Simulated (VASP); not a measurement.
# LiH2 (P6/mmm) in VASP: equation of state

Aim: energy against volume of LiH2 in PBE, for its equilibrium volume and stiffness.

All numbers are computed with VASP 6.6.1; they aren't measurements. Logs are shortened: lines on timing, memory, paths and dates and some standing lists are left out, and cuts for length are marked.

### 1 The crystal as given

It takes space group P6/mmm (No. 191, hexagonal). Conventional cell: a = 2.917 Å, b = 2.917 Å, c = 2.467 Å, α = 90.00°, β = 90.00°, γ = 120.00°. Around Li (site symmetry 6/mmm) lie 12 H at 2.09 Å. Around H (site symmetry -6m2) lie 3 H at 1.68 Å.

The cell was built by a generator and needn't be a form met in nature.

### 2 Equation of state, PBE, 5.70 Å³/atom (volume scaled by 0.94)

INCAR reads:

```
SYSTEM = LiH2
PREC = Accurate
ENCUT = 520
EDIFF = 1E-7
ISMEAR = -1
SIGMA = 0.05
LREAL = .False.
LASPH = .True.
NELM = 60
ALGO = Normal
ISIF = 2
LWAVE = .False.
LCHARG = .False.
GGA = PE
NBANDS = 10
```

KPOINTS reads:

```
regular mesh
0
Gamma
  10 10 11
  0 0 0
```

POSCAR reads:

```
LiH2
1.0
    2.8573155371      0.0000000000      0.0000000000
   -1.4286577685      2.4745030816      0.0000000000
    0.0000000000      0.0000000000      2.4165213799
Li H
1 2
Direct
    0.0000000000      0.0000000000      0.0000000000
    0.3333300000      0.6666700000      0.5000000000
    0.6666700000      0.3333300000      0.5000000000
```

Potentials or basis: VASP PAW PBE potentials, release 64 (Li_sv, H).

Command:

```console
$ cat potpaw_PBE.64/Li_sv/POTCAR potpaw_PBE.64/H/POTCAR > POTCAR
$ mpirun -np 1 vasp_std > vasp.out
```

OUTCAR:

```text
SYSTEM = LiH2
   PREC = Accurate
   ENCUT = 520
   EDIFF = 1E-7
   ISMEAR = -1
   LREAL = .False.
   LASPH = .True.
   NELM = 60
   ISIF = 2
   GGA = PE

 Found    186 irreducible k-points:

 Following reciprocal coordinates:
            Coordinates               Weight
  0.000000  0.000000  0.000000      1.000000
  0.100000 -0.000000  0.000000      4.000000
 -0.100000  0.100000  0.000000      2.000000
  0.200000 -0.000000  0.000000      4.000000
 -0.200000  0.200000  0.000000      2.000000
  0.300000  0.000000  0.000000      4.000000
   k-points           NKPTS =    186   k-points in BZ     NKDIM =    186   number of bands    NBANDS=     10
   number of dos      NEDOS =    301   number of ions     NIONS =      3
   total plane-waves  NPLWV =  10368
   dimension x,y,z NGX =    24 NGY =   24 NGZ =   18
   dimension x,y,z NGXF=    48 NGYF=   48 NGZF=   36
   ions per type =               1   2
   NGX,Y,Z   is equivalent  to a cutoff of  13.96, 13.96, 12.38 a.u.
   NGXF,Y,Z  is equivalent  to a cutoff of  27.93, 27.93, 24.77 a.u.
 SYSTEM =  LiH2
   PREC   = accura    normal or accurate (medium, high low for compatibility)
   ISTART =      0    job   : 0-new  1-cont  2-samecut
   ICHARG =      2    charge: 1-file 2-atom 10-const
   ISPIN  =      1    spin polarized calculation?
   LNONCOLLINEAR =      F non collinear calculations
   LSORBIT =      F    spin-orbit coupling
   LASPH  =      T    aspherical Exc in radial PAW
   ENCUT  =  520.0 eV  38.22 Ry    6.18 a.u.   5.31  5.31  4.49*2*pi/ulx,y,z
   NELM   =     60;   NELMIN=  2; NELMDL= -5     # of ELM steps
   EDIFF  = 0.1E-06   stopping-criterion for ELM
   LREAL  =      F    real-space projection
   EDIFFG = 0.1E-05   stopping-criterion for IOM
   NSW    =      0    number of steps for IOM
   IBRION =     -1    ionic relax: 0-MD 1-quasi-New 2-CG
   NFREE  =      0    steps in history (QN), initial steepest desc. (CG)
   ISIF   =      2    stress and relaxation
   ISYM   =      2    0-nonsym 1-usesym 2-fastsym
   POTIM  = 0.5000    time-step for ionic-motion
   TEBEG  =    0.0;   TEEND  =   0.0 temperature during run
   PSTRESS=    0.0 pullay stress
   NELECT =       5.0000    total number of electrons
   NUPDOWN=      -1.0000    fix difference up-down
   EMIN   =  10.00;   EMAX   =-10.00  energy-range for DOS
   EFERMI =   0.00;   METHOD = LEGACY
   ISMEAR =    -1;   SIGMA  =   0.05  broadening in eV -4-tet -1-fermi 0-gaus
   EFERMI_NEDOS =   21; number of points for ismear=-14 and -15
   IALGO  =     38    algorithm
   IMIX   =      4    mixing-type and parameters
     AMIX     =   0.40;   BMIX     =  1.00
     AMIX_MAG =   1.60;   BMIX_MAG =  1.00
  volume/ion in A,a.u.               =       5.70        38.43
  Fermi-wavevector in a.u.,A,eV,Ry     =   1.086891  2.053926 16.072990  1.181331
  Thomas-Fermi vector in A             =   2.223038
   LORBIT       =      0    0 simple, 1 ext, 2 COOP (PROOUT), +10 PAW based schemes
   GGA     = PE    functional components
   LHFCALC =     F    Hartree Fock is set to
   AEXX    =    0.0000 exact exchange contribution
   IVDW    =     0    specifies the selected vdW correction
   LEPSILON=     F    determine dielectric tensor
   LRPA    =     F    only Hartree local field effects (RPA)
 non-spin polarized calculation
  energy-cutoff  :      520.00
  volume of cell :       17.09
 maximum number of plane-waves:       477
 NGX is ok and might be reduce to    24
   NGX = 11   NGY = 11   NGZ =  9

 number of electron       4.9999995 magnetization

 Free energy of the ion-electron system (eV)
  ---------------------------------------------------
  ext. energy  EPLUGINS =         0.00000000
  ---------------------------------------------------
  free energy    TOTEN  =        -8.06158043 eV

  energy without entropy =       -8.06035095  energy(sigma->0) =       -8.06096569

 E-fermi :   2.6742     XC(G=0):  -9.3913

 val. band max:        2.5328279131   @ k =  -0.4000   0.4000   0.3636
 cond. band min:       2.7923904218   @ k =   0.3000   0.1000   0.2727
 fundamental gap:      0.2595625087
 Fermi energy:         2.6741659990

 k-point     1 :       0.0000    0.0000    0.0000
  band No.  band energies     occupation
      1     -43.6442      2.00000
      2      -7.4060      2.00000
      3       8.6139      0.00000
      4      15.2651      0.00000
      5      15.2653      0.00000
      6      16.7328      0.00000
      7      17.5570      0.00000
      8      17.5571      0.00000
      9      18.2891      0.00000
     10      21.0886      0.00000

 k-point     2 :       0.1000   -0.0000    0.0000
  band No.  band energies     occupation
      1     -43.6411      2.00000
      2      -7.2335      2.00000
      3       7.6438      0.00000
      4      13.8557      0.00000
      5      13.9736      0.00000
      6      16.9659      0.00000
      7      18.3938      0.00000
      8      19.3200      0.00000
      9      19.5716      0.00000
     10      22.1387      0.00000

 k-point     3 :      -0.1000    0.1000    0.0000
  band No.  band energies     occupation
      1     -43.6411      2.00000
      2      -7.2335      2.00000
      3       7.6438      0.00000
      4      13.8556      0.00000
      5      13.9736      0.00000
      6      16.9659      0.00000
      7      18.3937      0.00000
      8      19.3200      0.00000
      9      19.5718      0.00000
     10      22.1386      0.00000

 k-point     4 :       0.2000   -0.0000    0.0000
  band No.  band energies     occupation
      1     -43.6329      2.00000
      2      -6.7204      2.00000
      3       5.3627      0.00000
      4      12.3965      0.00000
      5      12.7421      0.00000
      6      17.6605      0.00000
      7      18.5167      0.00000
      8      21.4733      0.00000
      9      22.3015      0.00000
     10      25.7988      0.00000

 k-point     5 :      -0.2000    0.2000    0.0000
  band No.  band energies     occupation
      1     -43.6329      2.00000
      2      -6.7204      2.00000
      3       5.3628      0.00000
      4      12.3965      0.00000
      5      12.7419      0.00000
      6      17.6605      0.00000
      7      18.5166      0.00000
      8      21.4734      0.00000
      9      22.3015      0.00000
     10      25.7988      0.00000

 k-point     6 :       0.3000    0.0000    0.0000
  band No.  band energies     occupation
      1     -43.6227      2.00000
      2      -5.8949      2.00000
      3       2.8367      0.07461
      4      11.2216      0.00000
      5      12.1720      0.00000
      6      18.5252      0.00000
      7      18.7939      0.00000
      8      23.2281      0.00000
      9      25.7681      0.00000
     10      28.6773      0.00000

 [... further k-points ...]

------------------------ aborting loop because EDIFF is reached ----------------------------------------

  FORCE on cell =-STRESS in cart. coord.  units (eV):
  Direction    XX          YY          ZZ          XY          YZ          ZX
  --------------------------------------------------------------------------------------
  -------------------------------------------------------------------------------------
  Total        0.3271188      0.3270834      0.2563401     -0.0000296      0.0000000      0.0000000
  in kB       30.6746212     30.6712996     24.0375533     -0.0027744      0.0000000      0.0000000
  external PRESSURE =      28.4611580 kB  Pullay stress =       0.0000000 kB

 VOLUME and BASIS-vectors are now :
 -----------------------------------------------------------------------------
  energy-cutoff  :      520.00
  volume of cell :       17.09
      direct lattice vectors                 reciprocal lattice vectors
     2.857315537  0.000000000  0.000000000     0.349978848  0.202060771  0.000000000
    -1.428657768  2.474503082  0.000000000     0.000000000  0.404121542  0.000000000
     0.000000000  0.000000000  2.416521380     0.000000000  0.000000000  0.413817982

 POSITION                                       TOTAL-FORCE (eV/Angst)
 -----------------------------------------------------------------------------------
      0.00000      0.00000      0.00000         0.000000      0.000000      0.000000
     -0.00001      1.64968      1.20826         0.000018     -0.000011      0.000000
      1.42867      0.82483      1.20826        -0.000018      0.000011      0.000000
 -----------------------------------------------------------------------------------
    total drift:                                0.000000     -0.000000      0.000000

  FREE ENERGIE OF THE ION-ELECTRON SYSTEM (eV)
  ---------------------------------------------------
  free  energy   TOTEN  =        -8.0615804342 eV

  energy  without entropy=       -8.0603509517  energy(sigma->0) =       -8.06096569
```

Run time: 12 s. Hardware: 1 thread of AMD EPYC 9R45 (Zen 5), shared host; peak memory 0.11 GiB.

Results:

```yaml
Free_energy: -8.0616 eV
Band_gap_on_the_k_mesh: none (metal or under the smearing width)
```

Caveat: the cutoff is under 1.25 times the usual one of these potentials, so pressure, stress and relaxed cells hold a basis-set (Pulay) error.

### 3 Equation of state, PBE, 5.82 Å³/atom (volume scaled by 0.96)

INCAR reads:

```
ALGO     = Normal         # electronic algorithm
EDIFF    = 1E-7           # SCF threshold, eV
ENCUT    = 520            # plane-wave cutoff, eV
GGA      = PE             # functional
ISIF     = 2              # what is computed and relaxed
ISMEAR   = -1             # smearing method
LASPH    = True           # aspherical terms in the spheres
LCHARG   = False          # write CHGCAR
LREAL    = False          # projectors in reciprocal space
LWAVE    = False          # write WAVECAR
NBANDS   = 10             # bands
NELM     = 60             # most SCF steps
PREC     = Accurate       # precision mode
SIGMA    = 0.05           # smearing width, eV
```

KPOINTS reads:

```
k-points
0
Gamma
  10 10 11
```

POSCAR reads:

```
LiH2
1.0
    2.8774381405      0.0000000000      0.0000000000
   -1.4387190702      2.4919297338      0.0000000000
    0.0000000000      0.0000000000      2.4335396968
Li H
1 2
Direct
    0.0000000000      0.0000000000      0.0000000000
    0.3333300000      0.6666700000      0.5000000000
    0.6666700000      0.3333300000      0.5000000000
```

Potentials or basis: VASP PAW PBE potentials, release 64 (Li_sv, H).

Command:

```console
$ cat potpaw_PBE.64/Li_sv/POTCAR potpaw_PBE.64/H/POTCAR > POTCAR
$ mpirun -np 1 vasp_std > vasp.out
```

It took 12 s on 1 thread of AMD EPYC 9R45 (Zen 5), shared host; peak memory 0.11 GiB.

It converged, with:

| Property | Result |
| --- | --- |
| Free energy | -8.0674 eV |
| Band gap on the k mesh | none (metal or under the smearing width) |

Caveat: the cutoff is under 1.25 times the usual one of these potentials, so pressure, stress and relaxed cells hold a basis-set (Pulay) error.

### 4 Equation of state, PBE, 5.94 Å³/atom (volume scaled by 0.98)

INCAR reads:

```
PREC = Accurate
ENCUT = 520
EDIFF = 1E-7
ISMEAR = -1
SIGMA = 0.05
LREAL = False
LASPH = True
NELM = 60
ALGO = Normal
ISIF = 2
LWAVE = False
LCHARG = False
GGA = PE
NBANDS = 10
```

KPOINTS reads:

```
Automatic mesh
0
Gamma
  10 10 11
```

POSCAR reads:

```
LiH2
1.0
    2.8972831685      0.0000000000      0.0000000000
   -1.4486415843      2.5091159992      0.0000000000
    0.0000000000      0.0000000000      2.4503232595
Li H
1 2
Direct
    0.0000000000      0.0000000000      0.0000000000
    0.3333300000      0.6666700000      0.5000000000
    0.6666700000      0.3333300000      0.5000000000
```

Command:

```console
$ cat potpaw_PBE.64/Li_sv/POTCAR potpaw_PBE.64/H/POTCAR > POTCAR
$ mpirun -np 1 vasp_std > vasp.out
```

Run time: 12 s. Hardware: 1 thread of AMD EPYC 9R45 (Zen 5), shared host; peak memory 0.11 GiB.

Results (log left out):

```yaml
Free_energy: -8.0708 eV
Band_gap_on_the_k_mesh: none (metal or under the smearing width)
```

Caveat: the cutoff is under 1.25 times the usual one of these potentials, so pressure, stress and relaxed cells hold a basis-set (Pulay) error.

### 5 Equation of state, PBE, 6.18 Å³/atom (volume scaled by 1.02)

INCAR reads:

```
SYSTEM = LiH2
ALGO = Normal ; EDIFF = 1E-7
ENCUT = 520 ; GGA = PE
ISIF = 2 ; ISMEAR = -1
LASPH = .True. ; LCHARG = .False.
LREAL = .False. ; LWAVE = .False.
NBANDS = 10 ; NELM = 60
PREC = Accurate ; SIGMA = 0.05
```

KPOINTS reads:

```
k-points
0
Gamma
  10 10 11
  0 0 0
```

POSCAR reads:

```
LiH2
1.0
    2.9361775166      0.0000000000      0.0000000000
   -1.4680887583      2.5427994279      0.0000000000
    0.0000000000      0.0000000000      2.4832174298
Li H
1 2
Direct
    0.0000000000      0.0000000000      0.0000000000
    0.3333300000      0.6666700000      0.5000000000
    0.6666700000      0.3333300000      0.5000000000
```

Command:

```console
$ cat potpaw_PBE.64/Li_sv/POTCAR potpaw_PBE.64/H/POTCAR > POTCAR
$ mpirun -np 1 vasp_std > vasp.out
```

Run time: 12 s. Hardware: 1 thread of AMD EPYC 9R45 (Zen 5), shared host; peak memory 0.11 GiB.

It converged, with:

| Quantity | Value |
| --- | --- |
| Free energy | -8.0707 eV |
| Band gap on the k mesh | none (metal or under the smearing width) |

Caveat: the cutoff is under 1.25 times the usual one of these potentials, so pressure, stress and relaxed cells hold a basis-set (Pulay) error.

### 6 Equation of state, PBE, 6.30 Å³/atom (volume scaled by 1.04)

INCAR reads:

```
ALGO = Normal
EDIFF = 1E-7
ENCUT = 520
GGA = PE
ISIF = 2
ISMEAR = -1
LASPH = T
LCHARG = F
LREAL = F
LWAVE = F
NBANDS = 10
NELM = 100
PREC = Accurate
SIGMA = 0.05
```

KPOINTS reads:

```
k-points
0
Gamma
  10 10 11
```

POSCAR reads:

```
LiH2
1.0
    2.9552441386      0.0000000000      0.0000000000
   -1.4776220693      2.5593115752      0.0000000000
    0.0000000000      0.0000000000      2.4993426701
Li H
1 2
Direct
    0.0000000000      0.0000000000      0.0000000000
    0.3333300000      0.6666700000      0.5000000000
    0.6666700000      0.3333300000      0.5000000000
```

Potentials or basis: VASP PAW PBE potentials, release 64 (Li_sv, H).

Command:

```console
$ cat potpaw_PBE.64/Li_sv/POTCAR potpaw_PBE.64/H/POTCAR > POTCAR
$ mpirun -np 1 vasp_std > vasp.out
```

It took 12 s on 1 thread of AMD EPYC 9R45 (Zen 5), shared host; peak memory 0.12 GiB.

The run converged. Its results:

```yaml
Free_energy: -8.0675 eV
Band_gap_on_the_k_mesh: none (metal or under the smearing width)
```

Caveat: the cutoff is under 1.25 times the usual one of these potentials, so pressure, stress and relaxed cells hold a basis-set (Pulay) error.

### 7 Equation of state, PBE, 6.42 Å³/atom (volume scaled by 1.06)

INCAR reads:

```
PREC = Accurate
ENCUT = 520
EDIFF = 1E-7
ISMEAR = -1
SIGMA = 0.05
LREAL = False
LASPH = True
NELM = 60
ALGO = Normal
ISIF = 2
LWAVE = False
LCHARG = False
GGA = PE
NBANDS = 10
```

KPOINTS reads:

```
Automatic mesh
0
Gamma
  10 10 11
```

POSCAR reads:

```
LiH2
1.0
    2.9740678572      0.0000000000      0.0000000000
   -1.4870339286      2.5756133623      0.0000000000
    0.0000000000      0.0000000000      2.5152624794
Li H
1 2
Direct
    0.0000000000      0.0000000000      0.0000000000
    0.3333300000      0.6666700000      0.5000000000
    0.6666700000      0.3333300000      0.5000000000
```

Command:

```console
$ cat potpaw_PBE.64/Li_sv/POTCAR potpaw_PBE.64/H/POTCAR > POTCAR
$ mpirun -np 1 vasp_std > vasp.out
```

Run time: 12 s. Hardware: 1 thread of AMD EPYC 9R45 (Zen 5), shared host; peak memory 0.12 GiB.

Results (log left out):

| Property | Result |
| --- | --- |
| Free energy | -8.0627 eV |
| Band gap on the k mesh | none (metal or under the smearing width) |

Caveat: the cutoff is under 1.25 times the usual one of these potentials, so pressure, stress and relaxed cells hold a basis-set (Pulay) error.

### 8 Equation of state, PBE

No new run: the results of the series are fitted here.

Results:

* Equilibrium volume: 6.05 Å³/atom
* Bulk modulus at fixed shape and positions: 47 GPa
* Pressure derivative of the bulk modulus: 3.2 (rough: it moves with the points fitted)

Energy against volume, from the lowest point:
| volume (Å³/atom) | energy (meV/atom) |
| --- | --- |
| 5.695 | 3.40 |
| 5.816 | 1.45 |
| 5.938 | 0.34 |
| 6.059 | 0.00 |
| 6.180 | 0.37 |
| 6.301 | 1.41 |
| 6.422 | 3.02 |

Caveat: the cutoff is under 1.25 times the usual one of these potentials, so pressure, stress and relaxed cells hold a basis-set (Pulay) error; the cell was scaled at fixed shape and fractional positions, which overstates the stiffness of a crystal with free parameters, most of all of layers and chains.
